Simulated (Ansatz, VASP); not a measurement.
# One calculation of Os, two programs

INCAR

```
SYSTEM = Os
PREC = Accurate ; ENCUT = 520
EDIFF = 1E-6 ; ISMEAR = -1
SIGMA = 0.1 ; LREAL = .False.
LASPH = .True. ; NELM = 60
ALGO = Normal ; ISIF = 2
LWAVE = .False. ; LCHARG = .False.
GGA = PE ; NBANDS = 15
```

File KPOINTS:

```
Automatic mesh
0
Gamma
  8 8 5
  0 0 0
```

The input POSCAR:

```
Os
1.0
    2.7559294133      0.0000000000      0.0000000000
   -1.3779647066      2.3867048830      0.0000000000
    0.0000000000      0.0000000000      4.3426533301
Os
2
Direct
    0.3333333333      0.6666666667      0.2500000000
    0.6666666667      0.3333333333      0.7500000000
```

Input for Ansatz:

```yaml
crystal:
  lattice:
    - [2.7559294133, 0.0, 0.0]
    - [-1.3779647066, 2.386704883, 0.0]
    - [0.0, 0.0, 4.3426533301]
  atoms:
    - { symbol: Os, position: [0.3333333333, 0.6666666667, 0.25] }
    - { symbol: Os, position: [0.6666666667, 0.3333333333, 0.75] }
hamiltonian:
  xc: pbe
  pseudopotentials:
    kind: paw
    azcp:
      Os: "pseudopotentials/Os.paw.azcp"
basis:
  ecutwfc: 420
  fft_grid_basis: typed
kpoints:
  mp_grid: { grid: [8, 8, 5], shift: [0, 0, 0] }
magnetization:
  spin_polarized: false
scf:
  occupations: { method: fermi_dirac, width: 0.1 }
  lower_state_search: "off"
output:
  stress: true
  write_density: true
  write_potential: true
  elf: true
  volumetric_format: npy
```

Alike in both runs: task single point; functional PBE; k mesh 8 × 8 × 5; occupations fermi-dirac, width 0.1 eV; no spin polarisation.

|  | VASP | Ansatz |
| --- | --- | --- |
| version | VASP 6.6.1 | Ansatz 0.2.0 |
| potentials or method | VASP PAW PBE potentials, release 64 (Os) | plane waves (420 eV) with PAW, scalar-relativistic |
| plane-wave cutoff (eV) | 520 | 420 |
| valence electrons in the cell | 16 | 32 |

|  | VASP | Ansatz | Ansatz less VASP |
| --- | --- | --- | --- |
| pressure (GPa) | -0.7 | -0.5 | +0.15 |
| largest component of the traceless stress (GPa) | 1.00 | 1.12 | +0.118 |

The functional is the same, so the differences come from potentials, cutoffs and numerics. The two sets of potentials don't hold the same shells in valence.

The runs have no spin-orbit coupling, so splittings on Os are missing.
